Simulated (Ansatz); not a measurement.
System: tetradymite Sb2Te3. Method: PBE-D4 in Ansatz (plane waves, PAW).

Settings: plane-wave cutoff 520 eV, 10×10×10 k mesh, Fermi–Dirac smearing 0.01 eV, scalar-relativistic PAW data made under PBE.

Energies at three volumes about the minimum:

| V (Å³/atom) | E − E_lowest (meV/atom) |
|---|---|
| 30.820 | 1.69 |
| 31.449 | 0.00 |
| 32.078 | 1.49 |

Task: Fit a parabola by hand: where is the minimum, and what is the bulk modulus?

Result: Slopes: (0.00 − 1.69)/(31.449 − 30.820) = -2.687 and (1.49 − 0.00)/(32.078 − 31.449) = 2.369 meV/Å³. Curvature E″ = 2 × (2.369 − (-2.687))/(32.078 − 30.820) = 8.038 meV/Å⁶. From the middle of the first interval, the slope vanishes at V0 = 31.1345 − (-2.687)/8.038 = 31.469 Å³/atom. B = V0 E″ = 31.469 × 8.038 meV/Å³ × 0.1602 GPa per meV/Å³ = 40.5 GPa. The full Birch–Murnaghan fit to all volumes gives V0 = 31.449 Å³/atom and B0 = 39.9 GPa.

Shape and atoms are relaxed at each volume.

Measured, for comparison: bulk modulus 36.1 ± 0.9 GPa (temperature not stated, no zero-point or thermal correction; as tabulated in Sans et al. (2019), arXiv:1907.08317). Computed (rounded) less measured: bulk modulus +11 %.

Note: the bulk modulus comes from volumes at which shape and atoms were relaxed.

Ansatz is an electronic-structure program.
